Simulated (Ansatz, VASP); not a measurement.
# MoS2: VASP beside Ansatz, part 2 of 2

Wanted: the spread between two codes on one cell, functional and k mesh. The structure shown is the end of the VASP relaxation below.

VASP 6.6.1 and Ansatz 0.2.0.

So far: The starting structure; VASP: relaxation, PBE with D3(BJ); Ansatz: single point, PBE with D3(BJ); Side by side.

**5. VASP: band structure, PBE with D3(BJ)**

Level of this step: PBE with D3(BJ), no spin polarisation; plane waves and PAW (S, Mo) (VASP).

Levels along a path test the potential and the projectors away from the mesh points.

File INCAR:

```
SYSTEM = MoS2
PREC = Normal
ENCUT = 300
EDIFF = 1E-06
NELM = 120
ISMEAR = 0
SIGMA = 0.05
LREAL = .FALSE.
ALGO = Fast
GGA = PE
IVDW = 12
NBANDS = 22
LASPH = .TRUE.
LORBIT = 11
LWAVE = .FALSE.
LCHARG = .TRUE.
IDIPOL = 3
LDIPOL = .TRUE.
DIPOL = 0.5 0.5 0.5
LVHAR = .TRUE.
LVACPOTAV = .TRUE.
LELF = .TRUE.
NEDOS = 1500
```

File POSCAR:

```
MoS2
1.0
    3.1690000000      0.0000000000      0.0000000000
   -1.5845000000      2.7444345050      0.0000000000
    0.0000000000      0.0000000000     18.1302960000
S Mo
2 1
Direct
    0.6666666670      0.3333333330      0.5862465663
    0.6666666670      0.3333333330      0.4137534337
    0.3333333330      0.6666666670      0.5000000000
```

File KPOINTS:

```
Automatic mesh
0
Gamma
9 9 1
0 0 0
```

File KPOINTS_OPT:

```
Line mode
14
Line-mode
Reciprocal
  0.00000000   0.00000000   0.00000000 GAMMA
  0.50000000   0.00000000   0.00000000 M

  0.50000000   0.00000000   0.00000000 M
  0.33333333   0.33333333   0.00000000 K

  0.33333333   0.33333333   0.00000000 K
  0.00000000   0.00000000   0.00000000 GAMMA
```

Potentials, in the order of the species: S and Mo (PBE family, release 64).

Launch:

```bash
mpirun -np 2 vasp_std
```

Numbers of over 12 decimals in the logs are rounded to 6 here.

What it wrote:

```text
[banner, memory and clock lines left out]
running    2 mpi-ranks, on    1 nodes
[...]
LDA part: xc-table for (Slater+PW92), standard interpolation
 POSCAR, INCAR and KPOINTS ok, starting setup
[...]
entering main loop
       N       E                     dE             d eps       ncg     rms          rms(c)
DAV:   1     0.818323598463E+02    0.81832E+02   -0.47845E+03   528   0.404E+02
DAV:   2    -0.152087763725E+02   -0.97041E+02   -0.91511E+02   698   0.120E+02
DAV:   3    -0.231997914005E+02   -0.79910E+01   -0.78793E+01   662   0.375E+01
DAV:   4    -0.233514781364E+02   -0.15169E+00   -0.15158E+00   734   0.603E+00
[...]
RMM:  20    -0.217846718543E+02   -0.28936E-05   -0.18468E-07   593   0.185E-03    0.754E-04
RMM:  21    -0.217846732759E+02   -0.14216E-05   -0.32457E-08   518   0.889E-04    0.939E-04
RMM:  22    -0.217846737664E+02   -0.49051E-06   -0.97885E-09   471   0.706E-04
|                                                                             |
[...]
1 F= -.22735209E+02 E0= -.22735209E+02  d E =-.211207E-10
 Start KPOINTS_OPT (optional k-point list driver)
k-point batch [1-12\42]
       N       E                     dE             ncg
DAV:   1    -0.341979325472E+03   -0.26432E+04      536
DAV:   2    -0.142990644824E+04   -0.10879E+04      648
DAV:   3    -0.152278544238E+04   -0.92879E+02      660
DAV:   4    -0.152447792561E+04   -0.16925E+01      698
DAV:   5    -0.152451635794E+04   -0.38432E-01      684
DAV:   6    -0.152451802241E+04   -0.16645E-02      738
DAV:   7    -0.152451807385E+04   -0.51440E-04      680
DAV:   8    -0.152451807654E+04   -0.26948E-05      546
DAV:   9    -0.152451807664E+04   -0.95745E-07      474
[...]
k-point batch [37-42\42]
       N       E                     dE             ncg
DAV:   1     0.218295019665E+04   -0.55143E+03      272
DAV:   2     0.165345149201E+04   -0.52950E+03      306
DAV:   3     0.160534749411E+04   -0.48104E+02      330
DAV:   4     0.160447980033E+04   -0.86769E+00      326
DAV:   5     0.160445191874E+04   -0.27882E-01      344
DAV:   6     0.160445054041E+04   -0.13783E-02      376
DAV:   7     0.160445051211E+04   -0.28297E-04      344
DAV:   8     0.160445051041E+04   -0.17010E-05      276
DAV:   9     0.160445051036E+04   -0.47952E-07      240
```

From OUTCAR (step 5):

```text
 Edisp (eV)   -0.95054

  Total      -0.66523    -0.66523    -0.23363     0.00000    -0.00000     0.00000
  in kB      -6.75934    -6.75934    -2.37386     0.00000    -0.00000     0.00000
  external pressure =       -5.30 kB  Pullay stress =        0.00 kB

 POSITION                                       TOTAL-FORCE (eV/Angst)
 -----------------------------------------------------------------------------------
      1.58450      0.91481     10.62882         0.000000      0.000000     -0.008560
      1.58450      0.91481      7.50147         0.000000     -0.000000      0.008560
     -0.00000      1.82962      9.06515        -0.000000      0.000000      0.000000
 -----------------------------------------------------------------------------------
    total drift:                               -0.000005      0.000003      0.000000

  FREE ENERGIE OF THE ION-ELECTRON SYSTEM (eV)
  ---------------------------------------------------
  free  energy   TOTEN  =       -22.7352091480 eV

  energy  without entropy=      -22.7352091479  energy(sigma->0) =      -22.73520915

[... 1 part as in an earlier step ...]

[... 2 further parts left out ...]
[key lines of the parts left out:]
E-fermi :  -1.9587
```

**6. Ansatz: band structure, PBE with D3(BJ)**

The same cell, functional, mesh and smearing now go to Ansatz, which takes its cutoff from its data sets.

File input.yaml:

```yaml
crystal:
  lattice:
    - [3.169, 0.0, 0.0]
    - [-1.5845, 2.744434505, 0.0]
    - [0.0, 0.0, 18.130296]
  atoms:
    - { symbol: S, position: [0.666666667, 0.333333333, 0.5862465663] }
    - { symbol: S, position: [0.666666667, 0.333333333, 0.4137534337] }
    - { symbol: Mo, position: [0.333333333, 0.666666667, 0.5] }
hamiltonian:
  xc: pbe
  pseudopotentials: { kind: paw }
  dispersion: d3bj
kpoints:
  mp_grid: { grid: [9, 9, 1] }
  band_path:
    path:
      - [0.0, 0.0, 0.0]
      - [0.03846, 0.0, 0.0]
      - [0.07692, 0.0, 0.0]
      - [0.15385, 0.0, 0.0]
      - [0.19231, 0.0, 0.0]
      - [0.26923, 0.0, 0.0]
      - [0.30769, 0.0, 0.0]
      - [0.34615, 0.0, 0.0]
      - [0.42308, 0.0, 0.0]
      - [0.46154, 0.0, 0.0]
      - [0.5, 0.0, 0.0]
      - [0.48718, 0.02564, 0.0]
      - [0.47436, 0.05128, 0.0]
      - [0.44872, 0.10256, 0.0]
      - [0.4359, 0.12821, 0.0]
      - [0.41026, 0.17949, 0.0]
      - [0.39744, 0.20513, 0.0]
      - [0.37179, 0.25641, 0.0]
      - [0.35897, 0.28205, 0.0]
      - [0.34615, 0.30769, 0.0]
      - [0.33333, 0.33333, 0.0]
      - [0.30769, 0.30769, 0.0]
      - [0.25641, 0.25641, 0.0]
      - [0.23077, 0.23077, 0.0]
      - [0.20513, 0.20513, 0.0]
      - [0.15385, 0.15385, 0.0]
      - [0.12821, 0.12821, 0.0]
      - [0.07692, 0.07692, 0.0]
      - [0.05128, 0.05128, 0.0]
      - [0.0, 0.0, 0.0]
    npoints: 1
scf:
  occupations: { method: gaussian, width: 0.05 }
  n_extra_bands: 7
efield:
  axis: 3
  dipole_correction: true
  ramp_width: 0.04
output:
  forces: true
  eigenvalues: true
```

Launch:

```bash
ansatz run input.yaml --threads 2 --pin off --max-ram 4608MiB --backend cpu --events-out ev --progress --plain --runs-dir out
```

What it wrote:

```text
[...]
Crystal: 3 atoms, lattice volume = 157.681 Å³
Basis set: ecut = 420 eV, 3061 PW (Γ), exchange–correlation on 48×48×250 points (8 copies of the dense FFT grid, shifted against one another)
Bands: 20, of which v1, the nominal top of the filled ones, is band 13 counted from 1 (12 counted from 0)
Symmetry: 6 space group operations
[...]
k-point 1: bands = [... 9 lower, -2.8485, -2.2032, -1.5327, -0.5725, 2.1530, 2.1670, 2.4044, 2.6624, ... 3 higher]
  k-point 2: bands = [... 9 lower, -2.7729, -2.3501, -1.6692, -1.0281, 1.7342, 2.0245, 2.3477, 3.2459, ... 3 higher]
  k-point 11: bands = [... 9 lower, -3.9901, -3.3299, -2.6081, -0.4512, 1.2727, 2.6146, 3.1374, 4.4890, ... 3 higher]
[key lines of the parts left out:]
SCF converged after 10 iterations
Free energy (F): -6763.764051 eV
Fermi energy:    0.410757 eV
Dipole field:    D = 0.000177 V/Å  (p = 0.000154 e·Å, saw-weighted, corrected)
Work function:   Φ+ = 5.0787 eV   Φ− = 5.0820 eV
```

Run time: 8.2 s. Hardware: 2 threads of Arm Neoverse N1, shared host; peak memory 0.35 GiB; 16 s of CPU time.

**7. Side by side**

Both answers:

```
                     quantity  Ansatz   VASP  difference
gap over the path points (eV)   1.724  1.719      +0.005
```

Levels at points of the path, from each program's valence-band top (eV; 4 filled, then empty):

```
k (reciprocal lattice)                                  Ansatz                                    VASP
     0.000 0.000 0.000  -1.79 -1.47 -1.47 -0.03 2.81 2.81 3.05  -1.78 -1.46 -1.46 -0.05 2.83 2.83 3.05
     0.038 0.000 0.000  -1.95 -1.51 -1.35 -0.03 2.77 2.85 2.98  -1.94 -1.50 -1.34 -0.06 2.79 2.87 2.98
     0.077 0.000 0.000  -2.22 -1.61 -1.18 -0.07 2.69 2.80 2.95  -2.21 -1.61 -1.17 -0.09 2.70 2.80 2.95
     0.154 0.000 0.000  -2.23 -1.96 -1.06 -0.25 2.37 2.60 2.71  -2.23 -1.95 -1.05 -0.27 2.37 2.60 2.71
     0.192 0.000 0.000  -2.16 -2.05 -1.12 -0.42 2.23 2.57 2.68  -2.16 -2.05 -1.12 -0.44 2.23 2.57 2.68
     0.269 0.000 0.000  -2.56 -1.65 -1.40 -0.82 2.20 2.35 3.05  -2.55 -1.64 -1.40 -0.83 2.19 2.34 3.05
     0.308 0.000 0.000  -2.73 -1.54 -1.45 -0.94 2.28 2.28 3.28  -2.73 -1.55 -1.44 -0.96 2.27 2.27 3.29
     0.346 0.000 0.000  -2.88 -1.66 -1.27 -0.97 2.25 2.40 3.50  -2.87 -1.67 -1.26 -0.98 2.23 2.38 3.52
     0.423 0.000 0.000  -3.08 -1.83 -1.02 -0.77 2.27 2.67 3.80  -3.08 -1.84 -1.00 -0.79 2.23 2.63 3.85
     0.462 0.000 0.000  -3.13 -1.87 -0.95 -0.67 2.29 2.77 3.87  -3.13 -1.88 -0.93 -0.68 2.25 2.73 3.93
```

At this near-relaxed geometry the largest component of a force difference is 15 meV/Å. Among the levels compared at these points, filled levels agree within 33 meV and empty ones within 58 meV.

**8. Results**

| Property | Result |
| --- | --- |
| difference in gap on the k mesh (single point, PBE with D3(BJ)) | 0.0048 eV |
| r.m.s. force difference (single point, PBE with D3(BJ)) | 11 meV/Å |
| difference in gap over the path points (band structure, PBE with D3(BJ)) | 0.0049 eV |
| r.m.s. force difference (band structure, PBE with D3(BJ)) | 7.0 meV/Å |

In words: The r.m.s. force difference is 11 meV/Å (single point, PBE with D3(BJ)), within the 12 meV/Å picked in this series as the mark of a large difference. How closely two codes agree says nothing of how well the functional describes the real material.

[Lines on the potential files, build, host, timing and source positions are cut from VASP's logs without a mark.]

[Logs are printed without paths, hosts, clocks, repeated set-up lines and the standing remarks that a program may print on its own settings, such as how far it seeks lower states.]

[Hosts, paths, dates, database ids (printed as entryN), source tags and the programs' standing remarks are cut or masked in the printed files.]
